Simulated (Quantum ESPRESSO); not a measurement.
# AgCl (Chlorargyrite) (Fm-3m) in Quantum ESPRESSO: further runs

One crystal, AgCl (Chlorargyrite), is run at these levels: PBE, PBE+U; tasks: single point.

Everything below comes from runs of Quantum ESPRESSO 7.5. Logs are shortened: lines on timing, memory, paths and dates and some standing lists are left out, and cuts for length are marked.

**What was measured.**

A printed reference work, data compilation reports, for a bulk crystal of AgCl: band gap 3.249 eV (indirect).

The runs below are set against these values where they give the same quantity.

### Step 1. The structure

The structure is cubic, space group Fm-3m (No. 225). The conventional cell has a = 5.470 Å, b = 5.470 Å, c = 5.470 Å, α = 90.00°, β = 90.00°, γ = 90.00°. Ag (site symmetry m-3m) has 6 Cl at 2.73 Å as nearest neighbours. Cl (site symmetry m-3m) is surrounded by 6 Ag at 2.73 Å.

### Step 2. Single point, PBE

The input, pw.in:

```
&CONTROL
  calculation = 'scf'
  prefix = 'pwscf'
  outdir = './tmp'
  pseudo_dir = './pseudo'
  tprnfor = .true.
  tstress = .true.
  disk_io = 'nowf'
/
&SYSTEM
  ibrav = 0
  nat = 2
  ntyp = 2
  ecutwfc = 60
  ecutrho = 440
  nbnd = 20
  occupations = 'smearing'
  smearing = 'fd'
  degauss = 0.00367493
/
&ELECTRONS
  conv_thr = 4d-10
  electron_maxstep = 120
  mixing_beta = 0.5
/
ATOMIC_SPECIES
Ag   107.8682 Ag_ONCV_PBE-1.0.oncvpsp.upf
Cl    35.4500 cl_pbe_v1.4.uspp.F.UPF
CELL_PARAMETERS angstrom
   0.0000000000    2.7350000000    2.7350000000
   2.7350000000    0.0000000000    2.7350000000
   2.7350000000    2.7350000000    0.0000000000
ATOMIC_POSITIONS crystal
Ag     0.0000000000    0.0000000000    0.0000000000
Cl     0.5000000000    0.5000000000    0.5000000000
K_POINTS automatic
8 8 8 0 0 0
```

Potentials or basis: SSSP 1.3 efficiency PBE.

Command:

```bash
$ OMP_NUM_THREADS=1 pw.x -in pw.in > pw.out
```

pw.out:

```text
This program is part of the open-source Quantum ESPRESSO suite
     for quantum simulation of materials; please cite
[... 9 lines left out ...]
     --------------------
     sticks:   dense  smooth     PW     G-vecs:    dense   smooth      PW
     Sum        1627     877    265                43143    17261    2891

     Using Slab Decomposition

     bravais-lattice index     =            0
     lattice parameter (alat)  =       7.3092  a.u.
     unit-cell volume          =     276.1205 (a.u.)^3
     number of atoms/cell      =            2
     number of atomic types    =            2
     number of electrons       =        26.00
     number of Kohn-Sham states=           20
     kinetic-energy cutoff     =      60.0000  Ry
     charge density cutoff     =     440.0000  Ry
     scf convergence threshold =      4.0E-10
     mixing beta               =       0.5000
     number of iterations used =            8  plain     mixing
     Exchange-correlation=  SLA  PW   PBX  PBC
                           (   1   4   3   4   0   0   0)

     celldm(1)=   7.309223  celldm(2)=   0.000000  celldm(3)=   0.000000
     celldm(4)=   0.000000  celldm(5)=   0.000000  celldm(6)=   0.000000

     crystal axes: (cart. coord. in units of alat)
               a(1) = (   0.000000   0.707107   0.707107 )
               a(2) = (   0.707107   0.000000   0.707107 )
               a(3) = (   0.707107   0.707107   0.000000 )

     reciprocal axes: (cart. coord. in units 2 pi/alat)
               b(1) = ( -0.707107  0.707107  0.707107 )
               b(2) = (  0.707107 -0.707107  0.707107 )
               b(3) = (  0.707107  0.707107 -0.707107 )

     PseudoPot. # 1 for Ag read from file:
     Ag_ONCV_PBE-1.0.oncvpsp.upf
     Pseudo is Norm-conserving, Zval = 19.0
     Generated using ONCVPSP code by D. R. Hamann
     Using radial grid of 1398 points,  6 beta functions with:
                l(1) =   0
                l(2) =   0
                l(3) =   1
                l(4) =   1
                l(5) =   2
                l(6) =   2

     PseudoPot. # 2 for Cl read from file:
     cl_pbe_v1.4.uspp.F.UPF
     Pseudo is Ultrasoft + core correction, Zval =  7.0
     Generated by new atomic code, or converted to UPF format
     Using radial grid of  909 points,  6 beta functions with:
                l(1) =   0
                l(2) =   0
                l(3) =   1
                l(4) =   1
                l(5) =   2
                l(6) =   2
     Q(r) pseudized with  8 coefficients,  rinner =    1.300   1.300   1.300
                                                       1.300   1.300

     atomic species   valence    mass     pseudopotential
     Ag               19.00   107.86820     Ag( 1.00)
     Cl                7.00    35.45000     Cl( 1.00)

     48 Sym. Ops., with inversion, found

   Cartesian axes

     site n.     atom                  positions (alat units)
         1        Ag     tau(   1) = (   0.0000000   0.0000000   0.0000000  )
         2        Cl     tau(   2) = (   0.7071068   0.7071068   0.7071068  )

     number of k points=    29  Fermi-Dirac smearing, width (Ry)=  0.0037
                       cart. coord. in units 2pi/alat
        k(    1) = (   0.0000000   0.0000000   0.0000000), wk =   0.0039062
        k(    2) = (   0.0883883   0.0883883  -0.0883883), wk =   0.0312500
        k(    3) = (   0.1767767   0.1767767  -0.1767767), wk =   0.0312500
        k(    4) = (   0.2651650   0.2651650  -0.2651650), wk =   0.0312500
        k(    5) = (  -0.3535534  -0.3535534   0.3535534), wk =   0.0156250
        k(    6) = (   0.1767767   0.0000000   0.0000000), wk =   0.0234375
[... 21 lines left out ...]
        k(   28) = (  -0.7071068   0.1767767  -0.0000000), wk =   0.0468750
        k(   29) = (  -0.7071068   0.3535534   0.0000000), wk =   0.0234375

     Dense  grid:    43143 G-vectors     FFT dimensions: (  50,  50,  50)

     Smooth grid:    17261 G-vectors     FFT dimensions: (  40,  40,  40)

     Initial potential from superposition of free atoms

     starting charge      25.9997, renormalised to      26.0000

     negative rho (up, down):  1.469E-02 0.000E+00
     Starting wfcs are   14 randomized atomic wfcs +    6 random wfcs

     Self-consistent Calculation

     iteration #  1     ecut=    60.00 Ry     beta= 0.50
     Davidson diagonalization with overlap
     ethr =  1.00E-02,  avg # of iterations =  5.9

     Threshold (ethr) on eigenvalues was too large:
     Diagonalizing with lowered threshold

     Davidson diagonalization with overlap
     ethr =  4.92E-04,  avg # of iterations =  2.4

     negative rho (up, down):  1.465E-02 0.000E+00

     total energy              =    -320.65056415 Ry
     estimated scf accuracy    <       0.12965239 Ry

     iteration #  2     ecut=    60.00 Ry     beta= 0.50
     Davidson diagonalization with overlap
     ethr =  4.99E-04,  avg # of iterations =  2.3
[... 60 lines left out ...]
     iteration #  9     ecut=    60.00 Ry     beta= 0.50
     Davidson diagonalization with overlap
     ethr =  1.71E-11,  avg # of iterations =  2.0

     negative rho (up, down):  1.438E-02 0.000E+00

     End of self-consistent calculation

          k = 0.0000 0.0000 0.0000 (  2109 PWs)   bands (ev):

   -80.9512 -44.4405 -44.4405 -44.4405  -6.3284   6.4211   6.4211   6.4211
     6.4655   6.4655   6.6133   6.6133   6.6133  10.0197  19.7619  19.7619
    19.7619  21.4805  22.6381  22.6391

          k = 0.0884 0.0884-0.0884 (  2139 PWs)   bands (ev):

   -80.9512 -44.4410 -44.4405 -44.4405  -6.2611   5.7178   5.7644   5.7644
     6.4804   6.4804   6.7497   7.3883   7.3883  10.7541  18.4794  19.4899
    19.4899  21.0587  21.0587  21.9905
[... 103 lines left out ...]
          k = 0.0000-0.5303 0.5303 (  2171 PWs)   bands (ev):

   -80.9511 -44.4432 -44.4426 -44.4416  -5.7905   4.5887   4.6278   5.0424
     6.5717   6.8854   7.0749   7.2899   7.9250  12.7068  16.3323  17.2830
    18.9553  20.8465  22.4953  24.7129

          k =-0.7071 0.0000 0.0000 (  2200 PWs)   bands (ev):

   -80.9511 -44.4438 -44.4419 -44.4419  -5.8200   4.4751   5.8260   5.8260
     6.0656   6.6702   6.9495   6.9495   7.0680  11.4243  16.9843  17.8914
    20.8590  20.8590  23.7685  24.2759

          k = 0.3536 0.1768 0.0000 (  2168 PWs)   bands (ev):

   -80.9511 -44.4425 -44.4414 -44.4410  -5.9888   4.2333   5.0779   5.4585
     6.5238   6.7443   7.2095   7.2149   8.4468  13.0458  16.0446  17.1792
    18.4906  20.0733  22.9583  24.6518
[... 25 lines left out ...]
          k = 0.0000-0.3536 0.5303 (  2186 PWs)   bands (ev):

   -80.9511 -44.4430 -44.4426 -44.4415  -5.7981   4.2071   4.7801   4.8757
     6.7869   6.7981   7.1308   7.2803   8.3412  13.7554  15.5705  16.8898
    17.9532  21.6652  22.2422  24.9792

          k =-0.7071 0.1768-0.0000 (  2170 PWs)   bands (ev):

   -80.9511 -44.4435 -44.4422 -44.4419  -5.7997   4.5546   5.0509   5.2963
     6.5694   6.9464   6.9497   6.9749   7.4739  12.1809  16.8566  17.5363
    18.9737  21.4976  23.4710  23.7535

          k =-0.7071 0.3536 0.0000 (  2180 PWs)   bands (ev):

   -80.9511 -44.4428 -44.4428 -44.4419  -5.7791   4.6082   4.8200   4.8200
     6.9176   6.9176   6.9499   6.9673   7.7750  13.3570  16.9756  16.9756
    17.1225  22.6644  22.6644  23.7387

     the Fermi energy is     9.6130 ev

!    total energy              =    -320.68178214 Ry
     estimated scf accuracy    <          1.1E-10 Ry
     smearing contrib. (-TS)   =      -0.00000009 Ry
     internal energy E=F+TS    =    -320.68178205 Ry

     The total energy is F=E-TS. E is the sum of the following terms:
     one-electron contribution =    -166.70003517 Ry
     hartree contribution      =      92.55669767 Ry
     xc contribution           =     -36.64157138 Ry
     ewald contribution        =    -209.89687317 Ry

     convergence has been achieved in   9 iterations

     negative rho (up, down):  1.438E-02 0.000E+00

     Forces acting on atoms (cartesian axes, Ry/au):

     atom    1 type  1   force =    -0.00000000    0.00000000    0.00000000
     atom    2 type  2   force =    -0.00000000   -0.00000000    0.00000000

     Total force =     0.000000     Total SCF correction =     0.000000

     Computing stress (Cartesian axis) and pressure

     negative rho (up, down):  1.438E-02 0.000E+00
          total   stress  (Ry/bohr**3)                   (kbar)     P=       38.57
   0.00026218  -0.00000000  -0.00000000           38.57       -0.00       -0.00
  -0.00000000   0.00026218  -0.00000000           -0.00       38.57       -0.00
  -0.00000000  -0.00000000   0.00026218           -0.00       -0.00       38.57

=------------------------------------------------------------------------------=
   JOB DONE.
=------------------------------------------------------------------------------=
```

Wall time 28 s (1 thread of Arm Neoverse V1, shared host); peak memory 0.2 GiB.

What came out:

```yaml
Free_energy: -4363.0979 eV
Pressure: 3.9 GPa
Band_gap_on_the_k_mesh: 0.97 eV, indirect (least direct gap 3.37 eV)
```

(Continued in part 2 of 2.)
